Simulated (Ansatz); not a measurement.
## O started on a Sn site in rutile SnO2, 72 atoms, charge 0

Theory: Ansatz 0.2.0, DFT, PBEsol, PAW, plane waves.

Command:

```sh
ansatz run in.yaml --threads 8 --pin off --max-ram 118750MiB --runs-dir r --events-out ev --progress --plain --backend cuda --devices 0,
```

The input less its lattice and atoms:

```yaml
crystal:
  symmetry: { detect: false }
kpoints:
  mp_grid: { grid: [1, 1, 1], shift: [0.25, 0.25, 0.25] }
hamiltonian:
  xc: pbesol
scf:
  occupations: { method: fermi_dirac, width: 0.01 }
relax:
  f_tol: 0.03
  max_steps: 80
  escape_saddle: false
  adjacent_minimum: "off"
output:
  forces: true
  eigenvalues: true
  populations: true
```

Start:

```
Sn O
1.0
     9.53809    0.00000    0.00000
     0.00000    9.53809    0.00000
     0.00000    0.00000    9.63630
Sn O
23 49
Direct
  0.99576 0.00044 0.99952
  0.00372 0.00216 0.33533
  0.99596 0.99862 0.66616
  0.99922 0.50080 0.99710
  0.00237 0.50026 0.33166
  0.99732 0.50099 0.66507
  0.50077 0.00244 0.99711
  0.50290 0.00011 0.33513
  0.50133 0.00206 0.66387
  0.49808 0.49996 0.00226
  0.49878 0.50043 0.66446
  0.25056 0.25131 0.16526
  0.25030 0.25173 0.49828
  0.24954 0.25137 0.83125
  0.25208 0.75073 0.16826
  0.25088 0.75141 0.50021
  0.24854 0.75366 0.83525
  0.75215 0.25428 0.16894
  0.74955 0.25280 0.49749
  0.75107 0.25192 0.83101
  0.74729 0.75050 0.16995
  0.74912 0.75168 0.50255
  0.74699 0.75406 0.83386
  0.49833 0.49959 0.33417
  0.15217 0.15224 0.99711
  0.15247 0.15026 0.33099
  0.15509 0.15127 0.66554
  0.15419 0.65346 0.99938
  0.15246 0.65418 0.33413
  0.15363 0.65614 0.66541
  0.65369 0.15331 0.99730
  0.65034 0.15255 0.33435
  0.65053 0.15155 0.66796
  0.65407 0.65057 0.00110
  0.64872 0.65553 0.33289
  0.64934 0.65099 0.66590
  0.34534 0.34702 0.99589
  0.34722 0.34970 0.33138
  0.34319 0.34354 0.66596
  0.34423 0.84966 0.99982
  0.34695 0.84887 0.33369
  0.34912 0.85035 0.66658
  0.84690 0.34890 0.99951
  0.84752 0.34703 0.33471
  0.84729 0.34961 0.66595
  0.84898 0.84746 0.00151
  0.84816 0.85038 0.33187
  0.84808 0.84378 0.66453
  0.09460 0.40645 0.16700
  0.09791 0.40448 0.49803
  0.09833 0.39912 0.83479
  0.09900 0.90346 0.16661
  0.09595 0.90602 0.50120
  0.09836 0.90421 0.83358
  0.59559 0.40148 0.16509
  0.60240 0.40101 0.50031
  0.60135 0.40299 0.83561
  0.59757 0.90292 0.16779
  0.59498 0.90538 0.49752
  0.59480 0.90352 0.83338
  0.40009 0.09783 0.16603
  0.40251 0.09774 0.50330
  0.40176 0.09645 0.83613
  0.40529 0.59468 0.16765
  0.40558 0.59948 0.50066
  0.40461 0.59713 0.83102
  0.90759 0.09430 0.16594
  0.90363 0.09524 0.49916
  0.90073 0.09570 0.83507
  0.90507 0.59896 0.16760
  0.90512 0.59728 0.50101
  0.90572 0.59739 0.83413
```

Steps:

| step | energy less the first (eV) | largest force component (eV/Å) |
| --- | --- | --- |
| start | 0.000 | 1.194 |
| 1 | -0.686 | 0.410 |
| 2 | -0.826 | 0.364 |
| 3 | -0.865 | 0.243 |
| 4 | -0.976 | 0.686 |
| 5 | -1.393 | 1.254 |
| 6 | -1.765 | 2.458 |
| 7 | -2.128 | 0.895 |
| 8 | -2.206 | 0.386 |
| 9 | -2.231 | 0.088 |
| 10 | -2.234 | 0.033 |
| 11 | -2.234 | 0.011 |

End:

```
Sn O
1.0
     9.53809    0.00000    0.00000
     0.00000    9.53809    0.00000
     0.00000    0.00000    9.63630
Sn O
23 49
Direct
  0.00009 0.00065 0.00001
  0.00023 0.00066 0.33895
  0.00006 0.00070 0.66812
  0.99991 0.50064 0.00250
  0.99992 0.50062 0.33476
  0.99998 0.50063 0.66861
  0.49996 0.00055 0.00247
  0.49990 0.00059 0.33474
  0.49998 0.00061 0.66860
  0.50014 0.50073 0.97494
  0.50000 0.50067 0.64375
  0.24930 0.24994 0.16809
  0.25272 0.25344 0.49938
  0.24990 0.25056 0.83289
  0.24160 0.75892 0.17239
  0.25251 0.74784 0.50411
  0.25033 0.75024 0.83519
  0.75839 0.24207 0.17232
  0.74734 0.25309 0.50406
  0.74967 0.25098 0.83514
  0.75072 0.75140 0.16808
  0.74751 0.74818 0.49922
  0.75016 0.75081 0.83276
  0.49993 0.50046 0.25816
  0.15371 0.15453 0.00083
  0.15129 0.15199 0.33524
  0.15280 0.15359 0.66706
  0.16320 0.64744 0.00674
  0.15148 0.65538 0.33280
  0.14671 0.65789 0.67194
  0.64665 0.16398 0.00672
  0.65454 0.15233 0.33267
  0.65722 0.14741 0.67192
  0.65103 0.65157 0.99969
  0.65733 0.65879 0.33078
  0.65375 0.65482 0.66724
  0.34932 0.34971 0.99980
  0.34307 0.34272 0.33063
  0.34602 0.34673 0.66759
  0.35339 0.83696 0.00675
  0.34552 0.84862 0.33290
  0.34324 0.85328 0.67177
  0.83656 0.35379 0.00677
  0.84815 0.34600 0.33274
  0.85291 0.34365 0.67177
  0.84631 0.84688 0.00075
  0.84923 0.84937 0.33504
  0.84723 0.84786 0.66696
  0.09368 0.40099 0.16693
  0.09638 0.40450 0.50134
  0.09637 0.40367 0.83717
  0.09385 0.90712 0.16758
  0.09853 0.90261 0.50258
  0.09742 0.90343 0.83726
  0.58058 0.42087 0.17180
  0.60193 0.39761 0.49883
  0.59803 0.40275 0.82127
  0.59974 0.90710 0.16689
  0.59645 0.90464 0.50134
  0.59708 0.90427 0.83711
  0.39995 0.09385 0.16686
  0.40373 0.09696 0.50136
  0.40287 0.09688 0.83713
  0.42020 0.58097 0.17180
  0.39674 0.60210 0.49861
  0.40199 0.59849 0.82128
  0.90646 0.09425 0.16763
  0.90190 0.09899 0.50245
  0.90272 0.09792 0.83731
  0.90623 0.60020 0.16691
  0.90362 0.59680 0.50138
  0.90353 0.59765 0.83708
```

Self-consistency was reached.

Time: 14 s of wall time on one NVIDIA GB300 with 8 processor threads, on a host shared with other runs; peak host memory 2 GiB.

Task: How much energy did the relaxation gain, and which atom moved most?

Result: 2.23 eV in 11 steps, from a start with small random displacements; atom 24 (O) moved 0.73 Å, the median atom 0.05 Å (drift of the whole cell removed).

The run had no spin, and a state with a moment may lie lower. The one k point has no symmetry partners, which can distort the end along one axis.
